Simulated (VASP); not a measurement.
# CdO (Fm-3m) in VASP: a series of runs

One crystal, CdO, is run at these levels: LDA, r2SCAN; tasks: relaxation of cell and atoms.

All numbers are computed with VASP 6.6.1; they aren't measurements. Logs are shortened: lines on timing, memory, paths and dates and some standing lists are left out, and cuts for length are marked.

## 1. The structure

Symmetry: Fm-3m, No. 225, cubic system. The conventional cell has a = 4.699 Å, b = 4.699 Å, c = 4.699 Å, α = 90.00°, β = 90.00°, γ = 90.00°. Cd (site symmetry m-3m) has 6 O at 2.35 Å as nearest neighbours. O (site symmetry m-3m) has 6 Cd at 2.35 Å as nearest neighbours.

## 2. Relaxation of cell and atoms, LDA

File INCAR:

```
SYSTEM = CdO
ALGO     = Normal         ! electronic algorithm
EDIFF    = 1E-6           ! SCF threshold, eV
EDIFFG   = -0.01          ! ionic threshold
ENCUT    = 600            ! plane-wave cutoff, eV
IBRION   = 2              ! ionic algorithm
ISIF     = 3              ! what is computed and relaxed
ISMEAR   = 0              ! smearing method
LASPH    = .TRUE.         ! aspherical terms in the spheres
LCHARG   = .FALSE.        ! write CHGCAR
LREAL    = .FALSE.        ! projectors in reciprocal space
LWAVE    = .FALSE.        ! write WAVECAR
NELM     = 80             ! most SCF steps
NSW      = 90             ! ionic steps
PREC     = Accurate       ! precision mode
SIGMA    = 0.03           ! smearing width, eV
```

File KPOINTS:

```
k-points
0
G
  12 12 12
  0 0 0
```

File POSCAR:

```
CdO
1.0
    0.0000000000      2.3495000000      2.3495000000
    2.3495000000      0.0000000000      2.3495000000
    2.3495000000      2.3495000000      0.0000000000
Cd O
1 1
Direct
    0.0000000000      0.0000000000      0.0000000000
    0.5000000000      0.5000000000      0.5000000000
```

Potentials or basis: VASP PAW LDA potentials, release 64 (Cd, O).

On the command line:

```
cat potpaw_LDA.64/Cd/POTCAR potpaw_LDA.64/O/POTCAR > POTCAR
mpirun -np 1 vasp_std > vasp.out
```

OUTCAR:

```text
SYSTEM = CdO
   EDIFF = 1E-6
   EDIFFG = -0.01
   ENCUT = 600
   IBRION = 2
   ISIF = 3
   ISMEAR = 0
   LASPH = .TRUE.
   LREAL = .FALSE.
   NELM = 80
   NSW = 90
   PREC = Accurate

 ion  position               nearest neighbor table
   1  0.000  0.000  0.000-   2 2.35   2 2.35   2 2.35   2 2.35   2 2.35   2 2.35
   2  0.500  0.500  0.500-   1 2.35   1 2.35   1 2.35   1 2.35   1 2.35   1 2.35

  LATTYP: Found a face centered cubic cell.
 ALAT       =     4.6990000000

  Lattice vectors:

 A1 = (   0.0000000000,   2.3495000000,   2.3495000000)
 A2 = (   2.3495000000,   0.0000000000,   2.3495000000)
 A3 = (   2.3495000000,   2.3495000000,   0.0000000000)

Analysis of symmetry for initial positions (statically):
=====================================================================
 Subroutine PRICEL returns:
 Original cell was already a primitive cell.

 Routine SETGRP: Setting up the symmetry group for a
 face centered cubic supercell.

 Subroutine GETGRP returns: Found 48 space group operations
 (whereof 48 operations were pure point group operations)
 out of a pool of 48 trial point group operations.

The static configuration has the point symmetry O_h .

Analysis of symmetry for dynamics (positions and initial velocities):
=====================================================================
 Subroutine PRICEL returns:
 Original cell was already a primitive cell.

 Routine SETGRP: Setting up the symmetry group for a
 face centered cubic supercell.

 Subroutine GETGRP returns: Found 48 space group operations
 (whereof 48 operations were pure point group operations)
 out of a pool of 48 trial point group operations.

The dynamic configuration has the point symmetry O_h .

 Subroutine INISYM returns: Found 48 space group operations
 (whereof 48 operations are pure point group operations),
 and found     1 'primitive' translations

----------------------------------------------------------------------------------------

                                     Primitive cell

  volume of cell :      25.9392

  direct lattice vectors                    reciprocal lattice vectors
     0.000000000  2.349500000  2.349500000    -0.212811236  0.212811236  0.212811236
     2.349500000  0.000000000  2.349500000     0.212811236 -0.212811236  0.212811236
     2.349500000  2.349500000  0.000000000     0.212811236  0.212811236 -0.212811236

  length of vectors
     3.322694765  3.322694765  3.322694765     0.368599874  0.368599874  0.368599874

  position of ions in fractional coordinates (direct lattice)
     0.000000000  0.000000000  0.000000000
[... 103 lines left out ...]
   GGA     = CA    functional components
   LHFCALC =     F    Hartree Fock is set to
   AEXX    =    0.0000 exact exchange contribution
   IVDW    =     0    specifies the selected vdW correction
   LEPSILON=     F    determine dielectric tensor
   LRPA    =     F    only Hartree local field effects (RPA)
 conjugate gradient relaxation of ions
 non-spin polarized calculation
 Gauss-broadening in eV      SIGMA  =   0.03
  energy-cutoff  :      600.00
  volume of cell :       25.94
 maximum number of plane-waves:       893
   NGX = 13   NGY = 13   NGZ = 13

--------------------------------------- Ionic step        1  -------------------------------------------

 number of electron      18.0000002 magnetization

 Free energy of the ion-electron system (eV)
  ---------------------------------------------------
  ext. energy  EPLUGINS =         0.00000000
  ---------------------------------------------------
  free energy    TOTEN  =        -9.33260317 eV

  energy without entropy =       -9.33255761  energy(sigma->0) =       -9.33258039

------------------------ aborting loop because EDIFF is reached ----------------------------------------

  FORCE on cell =-STRESS in cart. coord.  units (eV):
  Direction    XX          YY          ZZ          XY          YZ          ZX
  --------------------------------------------------------------------------------------
  -------------------------------------------------------------------------------------
  Total       -0.7401903     -0.7401903     -0.7401903      0.0000000      0.0000000      0.0000000
  in kB      -45.7190953    -45.7190953    -45.7190953      0.0000000      0.0000000      0.0000000
  external PRESSURE =     -45.7190953 kB  Pullay stress =       0.0000000 kB
[... 59 lines left out ...]
--------------------------------------- Ionic step        3  -------------------------------------------

 number of electron      18.0000003 magnetization

 Free energy of the ion-electron system (eV)
  ---------------------------------------------------
  ext. energy  EPLUGINS =         0.00000000
  ---------------------------------------------------
  free energy    TOTEN  =        -9.34392817 eV

  energy without entropy =       -9.34388329  energy(sigma->0) =       -9.34390573

 E-fermi :   2.1139     XC(G=0): -12.3648

 val. band max:        2.0880841458   @ k =   0.5000   0.0000   0.0000
 cond. band min:       2.4299805189   @ k =   0.0833   0.0000   0.0000
 fundamental gap:      0.3418963731
 Fermi energy:         2.1138660190

 k-point     1 :       0.0000    0.0000    0.0000
  band No.  band energies     occupation
      1     -15.2747      2.00000
      2      -4.6585      2.00000
      3      -4.6585      2.00000
      4      -4.6585      2.00000
      5      -4.3349      2.00000
      6      -4.3349      2.00000
      7       0.5925      2.00000
      8       0.5925      2.00000
      9       0.5925      2.00000
     10       1.6348      2.00000
     11      16.9268      0.00000
     12      19.1680      0.00000
     13      19.1680      0.00000
[... 354 lines left out ...]
  band No.  band energies     occupation
      1     -14.3783      2.00000
      2      -5.5427      2.00000
      3      -5.1937      2.00000
      4      -5.0914      2.00000
      5      -4.0742      2.00000
      6      -4.0479      2.00000
      7      -1.7578      2.00000
      8       0.8286      2.00000
      9       1.8221      2.00000
     10       7.6662      0.00000
     11       9.1020      0.00000
     12      12.3327      0.00000
     13      14.3420      0.00000

 [... further k-points ...]

------------------------ aborting loop because EDIFF is reached ----------------------------------------

  FORCE on cell =-STRESS in cart. coord.  units (eV):
  Direction    XX          YY          ZZ          XY          YZ          ZX
  --------------------------------------------------------------------------------------
  -------------------------------------------------------------------------------------
  Total       -0.0057453     -0.0057453     -0.0057453     -0.0000000      0.0000000     -0.0000000
  in kB       -0.3656959     -0.3656959     -0.3656959     -0.0000000      0.0000000     -0.0000000
  external PRESSURE =      -0.3656959 kB  Pullay stress =       0.0000000 kB
[... 17 lines left out ...]
  FREE ENERGIE OF THE ION-ELECTRON SYSTEM (eV)
  ---------------------------------------------------
  free  energy   TOTEN  =        -9.3439281694 eV

  energy  without entropy=       -9.3438832877  energy(sigma->0) =       -9.34390573

 reached required accuracy - stopping structural energy minimisation
```

OSZICAR:

```text
N       E                     dE             d eps       ncg     rms          rms(c)
DAV:   1     0.133193406763E+03    0.13319E+03   -0.11671E+04  1944   0.160E+03
[... 23 lines left out ...]
DAV:   1    -0.944266816961E+01   -0.10617E+00   -0.21479E+00  1922   0.225E+01    0.228E+00
DAV:   2    -0.935388036815E+01    0.88788E-01   -0.24445E-01  1962   0.715E+00    0.791E-01
DAV:   3    -0.934534081525E+01    0.85396E-02   -0.21739E-02  2107   0.297E+00    0.854E-01
DAV:   4    -0.934432014026E+01    0.10207E-02   -0.21633E-03  1942   0.496E-01    0.504E-01
DAV:   5    -0.934392891399E+01    0.39123E-03   -0.21244E-04  1932   0.193E-01    0.476E-02
DAV:   6    -0.934392814668E+01    0.76731E-06   -0.33699E-05  2035   0.814E-02    0.201E-02
DAV:   7    -0.934392816937E+01   -0.22692E-07   -0.34004E-06  1696   0.224E-02
   3 F= -.93439282E+01 E0= -.93439057E+01  d E =-.113250E-01
```

CONTCAR:

```text
CdO
   1.00000000000000
     0.0000000000000000    2.3260827741398229    2.3260827741398229
     2.3260827741398229    0.0000000000000000    2.3260827741398229
     2.3260827741398229    2.3260827741398229    0.0000000000000000
  Cd              O
     1     1
Direct
     0.0000000000000000    0.0000000000000000    0.0000000000000000
     0.5000000000000000    0.5000000000000000    0.5000000000000000

  0.00000000E+00  0.00000000E+00  0.00000000E+00
  0.00000000E+00  0.00000000E+00  0.00000000E+00
```

Run time: 49 s. Hardware: 1 thread of AMD EPYC 7R13 (Zen 3), shared host; peak memory 0.14 GiB.

Results:

```
Free energy                            : -9.3439 eV
Relaxed volume                         : 12.59 Å³/atom
Relaxed cell                           : a = 3.290 Å, b = 3.290 Å, c = 3.290 Å, α = 60.00°, β = 60.00°, γ = 60.00°
Space group after relaxing (to 0.05 Å) : Fm-3m (No. 225)
Energy gained by relaxing              : 5.7 meV/atom
Ionic steps                            : 3
Pressure after relaxing                : 0.0 GPa
Band gap on the k mesh                 : none (metal or under the smearing width)
```

The path:
```
step  energy change (eV)  largest force (eV/Å)  pressure (GPa)  volume (Å³)
   1              0.0000                0.0000           -4.57        25.94
   2             -0.0039                0.0000            4.06        24.57
   3             -0.0113                0.0000           -0.04        25.17
```

Final structure:
```yaml
crystal:
  lattice:
    - [0.00000, 2.32608, 2.32608]
    - [2.32608, 0.00000, 2.32608]
    - [2.32608, 2.32608, 0.00000]
  atoms:
    - { symbol: Cd, position: [0.00000, 0.00000, 0.00000] }
    - { symbol: O, position: [0.50000, 0.50000, 0.50000] }
```

Caveat: this crystal is a semiconductor, whose small gap the functional closes, so the metal is an error of the method.

## 3. Relaxation of cell and atoms, LDA

This run uses another cell than the first one, of 12.59 Å³/atom, 0.970 times its volume.

INCAR, as its differences from that of step 2:

```diff
@@ -2,4 +2,4 @@
 ALGO     = Normal         ! electronic algorithm
-EDIFF    = 1E-6           ! SCF threshold, eV
-EDIFFG   = -0.01          ! ionic threshold
+EDIFF    = 1E-7           ! SCF threshold, eV
+EDIFFG   = -0.005         ! ionic threshold
 ENCUT    = 600            ! plane-wave cutoff, eV
```

KPOINTS is that of step 2.

File POSCAR:

```
CdO                                     
1.0
    0.0000000000      2.3260827741      2.3260827741
    2.3260827741      0.0000000000      2.3260827741
    2.3260827741      2.3260827741      0.0000000000
  Cd              O             
     1     1
Direct
     0.0000000000000000    0.0000000000000000    0.0000000000000000
     0.5000000000000000    0.5000000000000000    0.5000000000000000
```

Potentials or basis: VASP PAW LDA potentials, release 64 (Cd, O).

On the command line:

```
cat potpaw_LDA.64/Cd/POTCAR potpaw_LDA.64/O/POTCAR > POTCAR
mpirun -np 1 vasp_std > vasp.out
```

Run time: 25 s. Hardware: 1 thread of AMD EPYC 7R13 (Zen 3), shared host; peak memory 0.13 GiB.

The run converged. Its results:

```
Free energy             : -9.3422 eV
Pressure after relaxing : 0.0 GPa
Band gap on the k mesh  : none (metal or under the smearing width)
```

Final structure:
```
Cd O
1.0
     0.00000    2.32608    2.32608
     2.32608    0.00000    2.32608
     2.32608    2.32608    0.00000
Cd O
1 1
Direct
  0.00000 0.00000 0.00000
  0.50000 0.50000 0.50000
```

Levels at points of the mesh, in eV from the Fermi level:
| k point | band 7 | band 8 | band 9 | band 10 | band 11 | band 12 |
| --- | --- | --- | --- | --- | --- | --- |
| (0.00, 0.00, 0.00) | -1.52 | -1.52 | -1.52 | -0.48 | 14.81 | 17.05 |
| (0.50, 0.00, 0.00) | -3.95 | -0.03 | -0.03 | 4.27 | 7.34 | 11.81 |
| (0.50, 0.50, 0.00) | -4.69 | -2.55 | -2.55 | 3.75 | 8.49 | 11.18 |

Caveat: the relaxation stopped at its first step, so nothing moved; this crystal is a semiconductor, whose small gap the functional closes, so the metal is an error of the method.

## 4. Relaxation of cell and atoms, r2SCAN

File INCAR:

```
SYSTEM = CdO
PREC = Accurate
ENCUT = 600
EDIFF = 1E-6
ISMEAR = 0
SIGMA = 0.03
LREAL = .False.
LASPH = .True.
NELM = 80
ALGO = Normal
ISIF = 3
LWAVE = .False.
LCHARG = .False.
METAGGA = R2SCAN
LMIXTAU = .True.
IBRION = 2
NSW = 90
EDIFFG = -0.01
```

File KPOINTS:

```
regular mesh
0
Gamma
  12 12 12
  0 0 0
```

File POSCAR:

```
CdO
1.0
    0.0000000000      2.3495000000      2.3495000000
    2.3495000000      0.0000000000      2.3495000000
    2.3495000000      2.3495000000      0.0000000000
Cd O
1 1
Direct
    0.0000000000      0.0000000000      0.0000000000
    0.5000000000      0.5000000000      0.5000000000
```

Potentials or basis: VASP PAW PBE potentials, release 64 (Cd, O).

On the command line:

```
cat potpaw_PBE.64/Cd/POTCAR potpaw_PBE.64/O/POTCAR > POTCAR
mpirun -np 1 vasp_std > vasp.out
```

Run time: 4.7 min. Hardware: 1 thread of Intel Xeon Platinum 8488C (Sapphire Rapids), shared host; peak memory 0.19 GiB.

The run converged. Its results:

| Quantity | Value |
| --- | --- |
| Free energy | -28.5622 eV |
| Relaxed volume | 13.16 Å³/atom |
| Relaxed cell | a = 3.339 Å, b = 3.339 Å, c = 3.339 Å, α = 60.00°, β = 60.00°, γ = 60.00° |
| Space group after relaxing (to 0.05 Å) | Fm-3m (No. 225) |
| Energy gained by relaxing | 1.3 meV/atom |
| Ionic steps | 3 |
| Pressure after relaxing | 0.0 GPa |
| Band gap on the k mesh | 0.04 eV, indirect (least direct gap 1.34 eV) |

The path:
```tsv
step	energy change (eV)	largest force (eV/Å)	pressure (GPa)	volume (Å³)
1	0.0000	0.0000	2.24	25.94
2	-0.0011	0.0000	-1.65	26.63
3	-0.0027	0.0000	0.02	26.32
```

Final structure:
```xyz
2
Lattice="0.0000 2.3610 2.3610 2.3610 0.0000 2.3610 2.3610 2.3610 0.0000" Properties=species:S:1:pos:R:3 pbc="T T T"
Cd    0.0000    0.0000    0.0000
O     2.3610    2.3610    2.3610
```

Levels at points of the mesh, in eV from the valence-band top:
| k point | band 7 | band 8 | band 9 | band 10 | band 11 | band 12 |
| --- | --- | --- | --- | --- | --- | --- |
| (0.00, 0.00, 0.00) | -1.30 | -1.30 | -1.30 | 0.04 | 15.68 | 17.66 |
| (0.50, 0.00, 0.00) | -3.79 | 0.00 | 0.00 | 5.06 | 7.92 | 12.74 |
| (0.50, 0.50, 0.00) | -4.23 | -2.26 | -2.26 | 4.50 | 9.26 | 11.72 |

Caveat: the PAW data sets were made with another functional, which shifts forces and pressure a little.
